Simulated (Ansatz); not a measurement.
# Gallium, diamond under RPBE: from relaxation to bulk modulus, part 1 of 2

What does RPBE give for gallium in the diamond structure? We relax it, solve it on a dense k-mesh, then scale the cell to 7 volumes from 88 to 112 % of the relaxed one and try a fit of the equation of state. Spin polarisation is left out. The k-meshes are 9×9×9 for the relaxation; 15×15×15 for the dense run; 10×10×10 for the volumes.

Method: DFT RPBE, plane waves (420 eV) with PAW, scalar-relativistic; the PAW data stem from PBE, with regenerated cores, in Ansatz 0.2.0.

**1. The structure to begin with**

The structure is cubic, space group Fd-3m (No. 227). Conventional cell: a = 5.959 Å, b = 5.959 Å, c = 5.959 Å, α = 90.00°, β = 90.00°, γ = 90.00°. Around Ga (site symmetry -43m) lie 4 Ga at 2.58 Å.

Coordinates:

```
Ga
1.0
     0.00000    2.97961    2.97961
     2.97961    0.00000    2.97961
     2.97961    2.97961    0.00000
Ga
2
Cartesian
  0.7449 0.7449 0.7449
  5.2143 5.2143 5.2143
```

**2. Relaxation of the cell**

input.yaml

```yaml
crystal:
  lattice:
    - [0.0, 2.9796103622, 2.9796103622]
    - [2.9796103622, 0.0, 2.9796103622]
    - [2.9796103622, 2.9796103622, 0.0]
  atoms:
    - { symbol: Ga, position: [0.125, 0.125, 0.125] }
    - { symbol: Ga, position: [0.875, 0.875, 0.875] }
hamiltonian:
  xc: rpbe
  pseudopotentials:
    kind: paw
    azcp:
      Ga: "pseudopotentials/Ga.paw.azcp"
basis:
  ecutwfc: 420
  fft_grid_basis: typed
kpoints:
  mp_grid: { grid: [9, 9, 9], shift: [0, 0, 0] }
magnetization:
  spin_polarized: false
scf:
  occupations: { method: fermi_dirac, width: 0.1 }
relax:
  max_steps: 60
  f_tol: 0.01
  cell: {}
```

Output, cut to the lines that bear on the results:

```text
Warning: RAYON_NUM_THREADS=2 ignored (pool sized by the plan → 2); use --threads N
[...]
Pseudopotentials: kind: paw
Pseudopotential: Ga, paw, valence charge 13, recommended cutoff 420 eV (normal), <dir>
Functional definition: RPBE
[...]
Crystal: 2 atoms, lattice volume = 52.906 Å³
Basis set: ecut = 420 eV, 1037 PW (Γ), exchange–correlation on 60×60×60 points (8 copies of the dense FFT grid, shifted against one another)
Bands: 17, of which v1, the nominal top of the filled ones, is band 13 counted from 1 (12 counted from 0)
Symmetry: 48 space group operations
Space group: Fd-3m (ITA 227), of the structure as read, at distance tolerance 3.8e-5 Å
k-points: 35 of 729
[...]
SCF iter   1: F=—  HF=-7576.708705 eV  |F-HF|=—  |Δ(HF+E_count)|=         —  Δρ=3.87e-3  dr2=3.80e-3  ethr=1.77e-3  ⟨swp⟩=5.1  Hψ=2737  notcnv=0
[...]
relax step   1: F+E_penalty+E_count = -7576.70663230 eV  Δ(F+E_penalty+E_count) = +0.000e0 eV  max|allowed force component| = 9.252e-18 eV/Å  Δτ_max = 0.0000 Å  P = +0.197 GPa  Ω = 52.906 Å³  (6 SCF iters, dr2 threshold 1.00e-7 eV, accepted)
[...]
relax step   3: F+E_penalty+E_count = -7576.70676119 eV  Δ(F+E_penalty+E_count) = -9.333e-7 eV  max|allowed force component| = 9.252e-17 eV/Å  Δτ_max = 0.0000 Å  P = +0.001 GPa  Ω = 53.240 Å³  energy of the carried Pulay correction = -7.604e-5 eV  (5 SCF iters, dr2 threshold 1.38e-8 eV, accepted)
[...]
relax step   4: F+E_penalty+E_count = -7576.70682421 eV  Δ(F+E_penalty+E_count) = -6.301e-5 eV  max|allowed force component| = 2.776e-17 eV/Å  Δτ_max = 0.0000 Å  P = +0.000 GPa  Ω = 53.240 Å³  stress off target by 4.39e-4 GPa  SCF on the basis re-selected at this cell (its energy is not [...]
SCF converged after 5 iterations
Free energy (F): -7576.706824 eV
[...]
E sigma→0 (E₀):  -7576.682051 eV
Entropy (-TS):   -0.049546 eV (-24.773 meV/atom)
Fermi energy:    5.401480 eV
[...]
--- Forces (eV/Å), atoms counted from 1 ---
  atom   1  Ga     0.00000000     0.00000000    -0.00000000
  atom   2  Ga    -0.00000000    -0.00000000    -0.00000000
[...]
--- Stress (GPa, compression-positive) ---
        0.000439       0.000000      -0.000000
        0.000000       0.000439       0.000000
        0.000000       0.000000       0.000439
  P = ⅓ Tr σ = 0.0004 GPa (0.004 kbar)
--- Relaxed structure (3 steps of the walk, 3 accepted, 1 SCFs on fresh bases) ---
  F+E_penalty+E_count = -7576.70682421 eV   max|allowed force component| = 2.776e-17 eV/Å   (the final SCF, on the basis selected at the relaxed cell)
  cell:  # Å, volume = 53.2401 Å³
    - [-6.114446439474709e-34, 2.9858606289206375, 2.9858606289206375]
    - [2.9858606289206375, -4.840603431250811e-34, 2.9858606289206375]
    - [2.9858606289206375, 2.9858606289206375, 6.496599341941877e-34]
  atoms:
    - { symbol: Ga, position: [0.125, 0.125, 0.125] }
    - { symbol: Ga, position: [0.875, 0.875, 0.875] }
```

Wall time 1.6 s (2 threads of AMD EPYC 9R45 (Zen 5), shared host); peak memory 0.4 GiB.

Step by step:

```
step  energy change (meV/atom)  largest force (eV/Å)  pressure (GPa)  volume (Å³/atom)
   1                      0.00                0.0000            0.20            26.453
   2                     -0.06                0.0000            0.07            26.557
   3                     -0.06                0.0000            0.00            26.620
   4                     -0.10                0.0000            0.00            26.620
```

Steps that repeat a cell are solved on a basis chosen anew, so their changes of energy are no gain of the relaxation.

Changes in the cell that was computed:

|  | before | after | change |
| --- | --- | --- | --- |
| a (Å) | 4.214 | 4.223 | +0.2 % |
| b (Å) | 4.214 | 4.223 | +0.2 % |
| c (Å) | 4.214 | 4.223 | +0.2 % |
| volume (Å³/atom) | 26.453 | 26.620 | +0.6 % |
| shortest distance (Å) | 2.580 | 2.586 | +0.2 % |
| space group (spins left aside) | Fd-3m | Fd-3m | same |

**3. The energy on a finer k-mesh**

input.yaml

```yaml
crystal:
  lattice:
    - [0.0, 2.9858606289, 2.9858606289]
    - [2.9858606289, 0.0, 2.9858606289]
    - [2.9858606289, 2.9858606289, 0.0]
  atoms:
    - { symbol: Ga, position: [0.125, 0.125, 0.125] }
    - { symbol: Ga, position: [0.875, 0.875, 0.875] }
hamiltonian:
  xc: rpbe
  pseudopotentials:
    kind: paw
    azcp:
      Ga: "pseudopotentials/Ga.paw.azcp"
basis:
  ecutwfc: 420
  fft_grid_basis: typed
kpoints:
  mp_grid: { grid: [15, 15, 15], shift: [0, 0, 0] }
magnetization:
  spin_polarized: false
scf:
  occupations: { method: fermi_dirac, width: 0.1 }
```

Output, cut to the lines that bear on the results:

```text
Warning: RAYON_NUM_THREADS=2 ignored (pool sized by the plan → 2); use --threads N
[...]
[... 3 set-up lines as earlier in the session ...]
[...]
Crystal: 2 atoms, lattice volume = 53.240 Å³
Basis set: ecut = 420 eV, 1037 PW (Γ)
Bands: 17, of which v1, the nominal top of the filled ones, is band 13 counted from 1 (12 counted from 0)
[... 2 set-up lines as earlier in the session ...]
k-points: 120 of 3375
[...]
SCF iter   1: F=—  HF=-7576.709494 eV  |F-HF|=—  |Δ(HF+E_count)|=         —  Δρ=3.79e-3  dr2=3.70e-3  ethr=1.77e-3  ⟨swp⟩=5.1  Hψ=9528  notcnv=0
[...]
SCF iter   6: F=-7576.707498 eV  HF=-7576.707498 eV  |F-HF|=6.67e-9  |Δ(HF+E_count)|=   2.35e-9  Δρ=2.05e-6  dr2=1.68e-9  ethr=3.85e-10  ⟨swp⟩=3.0  Hψ=5166  notcnv=0
[...]
SCF converged after 6 iterations
Free energy (F): -7576.707498 eV
[...]
E sigma→0 (E₀):  -7576.684097 eV
Entropy (-TS):   -0.046801 eV (-23.401 meV/atom)
Fermi energy:    5.387178 eV
[...]
```

Run time: 1 s. Hardware: 2 threads of AMD EPYC 9R45 (Zen 5), shared host; peak memory 0.43 GiB.

**4. The cell scaled to 88 % of its volume**

input.yaml

```yaml
crystal:
  lattice:
    - [0.0, 2.8613023816, 2.8613023816]
    - [2.8613023816, 0.0, 2.8613023816]
    - [2.8613023816, 2.8613023816, 0.0]
  atoms:
    - { symbol: Ga, position: [0.125, 0.125, 0.125] }
    - { symbol: Ga, position: [0.875, 0.875, 0.875] }
hamiltonian:
  xc: rpbe
  pseudopotentials:
    kind: paw
    azcp:
      Ga: "pseudopotentials/Ga.paw.azcp"
basis:
  ecutwfc: 420
  fft_grid_basis: typed
kpoints:
  mp_grid: { grid: [10, 10, 10], shift: [0, 0, 0] }
magnetization:
  spin_polarized: false
scf:
  occupations: { method: fermi_dirac, width: 0.1 }
  lower_state_search: "off"
output:
  stress: true
```

Output, cut to the lines that bear on the results:

```text
Warning: RAYON_NUM_THREADS=2 ignored (pool sized by the plan → 2); use --threads N
[...]
[... 3 set-up lines as earlier in the session ...]
[...]
Crystal: 2 atoms, lattice volume = 46.851 Å³
Basis set: ecut = 420 eV, 941 PW (Γ)
Bands: 17, of which v1, the nominal top of the filled ones, is band 13 counted from 1 (12 counted from 0)
[... 1 set-up line as earlier in the session ...]
Space group: Fd-3m (ITA 227), of the structure as read, at distance tolerance 3.6e-5 Å
k-points: 47 of 1000
[...]
SCF iter   1: F=—  HF=-7576.619208 eV  |F-HF|=—  |Δ(HF+E_count)|=         —  Δρ=4.19e-3  dr2=3.94e-3  ethr=1.77e-3  ⟨swp⟩=5.1  Hψ=3725  notcnv=0
[...]
SCF iter   6: F=-7576.617299 eV  HF=-7576.617299 eV  |F-HF|=3.87e-9  |Δ(HF+E_count)|=   1.23e-8  Δρ=1.77e-6  dr2=8.73e-10  ethr=3.85e-10  ⟨swp⟩=4.0  Hψ=2809  notcnv=0
[...]
SCF converged after 6 iterations
Free energy (F): -7576.617299 eV
[...]
E sigma→0 (E₀):  -7576.597946 eV
Entropy (-TS):   -0.038706 eV (-19.353 meV/atom)
Fermi energy:    6.604144 eV
[...]
--- Stress (GPa, compression-positive) ---
        5.339112      -0.000000       0.000000
        0.000000       5.339112      -0.000000
       -0.000000       0.000000       5.339112
  P = ⅓ Tr σ = 5.3391 GPa (53.391 kbar)
```

It took 0.64 s on 2 threads of AMD EPYC 9R45 (Zen 5), shared host; peak memory 0.38 GiB.

**5. The cell scaled to 92 % of its volume**

input.yaml, as its differences from that of step 4:

```diff
@@ -2,5 +2,5 @@
   lattice:
-    - [0.0, 2.8613023816, 2.8613023816]
-    - [2.8613023816, 0.0, 2.8613023816]
-    - [2.8613023816, 2.8613023816, 0.0]
+    - [0.0, 2.9040146843, 2.9040146843]
+    - [2.9040146843, 0.0, 2.9040146843]
+    - [2.9040146843, 2.9040146843, 0.0]
   atoms:
```

Output, cut to the lines that bear on the results:

```text
Warning: RAYON_NUM_THREADS=2 ignored (pool sized by the plan → 2); use --threads N
[...]
[... 3 set-up lines as earlier in the session ...]
[...]
Crystal: 2 atoms, lattice volume = 48.981 Å³
Basis set: ecut = 420 eV, 941 PW (Γ)
Bands: 17, of which v1, the nominal top of the filled ones, is band 13 counted from 1 (12 counted from 0)
[... 1 set-up line as earlier in the session ...]
Space group: Fd-3m (ITA 227), of the structure as read, at distance tolerance 3.7e-5 Å
k-points: 47 of 1000
[...]
SCF iter   1: F=—  HF=-7576.675094 eV  |F-HF|=—  |Δ(HF+E_count)|=         —  Δρ=4.18e-3  dr2=4.18e-3  ethr=1.77e-3  ⟨swp⟩=5.1  Hψ=3742  notcnv=0
[...]
SCF iter   6: F=-7576.672996 eV  HF=-7576.672996 eV  |F-HF|=2.25e-9  |Δ(HF+E_count)|=   5.65e-8  Δρ=1.89e-6  dr2=1.56e-9  ethr=3.85e-10  ⟨swp⟩=4.0  Hψ=2812  notcnv=0
[...]
SCF converged after 6 iterations
Free energy (F): -7576.672996 eV
[...]
E sigma→0 (E₀):  -7576.653064 eV
Entropy (-TS):   -0.039866 eV (-19.933 meV/atom)
Fermi energy:    6.164054 eV
[...]
--- Stress (GPa, compression-positive) ---
        3.125200       0.000000      -0.000000
       -0.000000       3.125200      -0.000000
        0.000000       0.000000       3.125200
  P = ⅓ Tr σ = 3.1252 GPa (31.252 kbar)
```

It took 0.6 s on 2 threads of AMD EPYC 9R45 (Zen 5), shared host; peak memory 0.39 GiB.

(Continued in part 2 of 2.)
